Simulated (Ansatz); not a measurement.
Computed with Ansatz, DFT PBE, scalar-relativistic, plane waves, PAW. All cells share a 420 eV cutoff and Γ-centred k meshes spaced at most about 0.3 Å⁻¹ (about 0.25 or finer for metals, 2π included). No spin polarisation.

Each guess is relaxed in cell and atoms at zero pressure, on a coarse mesh first where it starts far from rest and then on a converged one. The steps can't lower the symmetry of the start, but it can rise. Energies are static (0 K, no zero-point motion).

Two unrelaxed guesses for Al4Ni:

A. (collinear spin from parallel moments)

Space group I4/m (No. 87). a = 6.871 Å, b = 6.871 Å, c = 3.073 Å, α = 90.00°, β = 90.00°, γ = 90.00°
```
atom  site  symmetry       x       y       z
  Al    8h       m.. 0.2000  0.6000  0.5000
  Ni    2b     4/m.. 0.0000  0.0000  0.5000
```

B. (collinear spin from parallel moments)

Space group P-6m2 (No. 187). a = 2.753 Å, b = 2.753 Å, c = 22.096 Å, α = 90.00°, β = 90.00°, γ = 120.00°
```json
{"atom": "Al", "site": "2h", "symmetry": "3m.", "x": "0.3333", "y": "0.6667", "z": "0.7000"}
{"atom": "Al", "site": "2h", "symmetry": "3m.", "x": "0.3333", "y": "0.6667", "z": "0.9000"}
{"atom": "Al", "site": "1d", "symmetry": "-6m2", "x": "0.3333", "y": "0.6667", "z": "0.5000"}
{"atom": "Al", "site": "2i", "symmetry": "3m.", "x": "0.6667", "y": "0.3333", "z": "0.8000"}
{"atom": "Al", "site": "1e", "symmetry": "-6m2", "x": "0.6667", "y": "0.3333", "z": "0.0000"}
{"atom": "Ni", "site": "2i", "symmetry": "3m.", "x": "0.6667", "y": "0.3333", "z": "0.4000"}
```

Problem. Which guess leads to the lower structure, and by how much?

Solution. A ends lower, by 43 meV/atom. A: I4/m at 14.5 Å³/atom → I4/mmm at 15.9 Å³/atom; B: P-6m2 at 14.5 Å³/atom → P-6m2 at 15.0 Å³/atom. Counting all near atoms (those within 1.25 times the shortest distance at each site; a plus sign parts nearer from farther groups; a slash parts the counts of unlike sites), the end of A has Al 10, Ni 10 and the end of B has Al 12/3+9/6+6, Ni 6+6. End of A. Conventional cell: a = 7.823 Å, c = 2.604 Å. Al has 2 Ni at 2.50 Å, 2 Al at 2.60 Å, 4 Al at 2.83 Å and 2 Al at 3.02 Å; around Ni lie 8 Al at 2.50 Å and 2 Ni at 2.60 Å. End of B. Conventional cell: a = 2.820 Å, c = 21.738 Å. Al on a site of symmetry 3m has 3 Ni at 2.46 Å and 9 Al at 2.82–2.86 Å; Al on a second site of symmetry 3m is surrounded by 12 Al at 2.82–2.90 Å; around Ni lie 6 Al at 2.46–2.49 Å and 6 Ni at 2.82 Å; 3 more sites not described.

Cells without such a test can be saddle points. Shaken at random and relaxed again, the end of A came back.
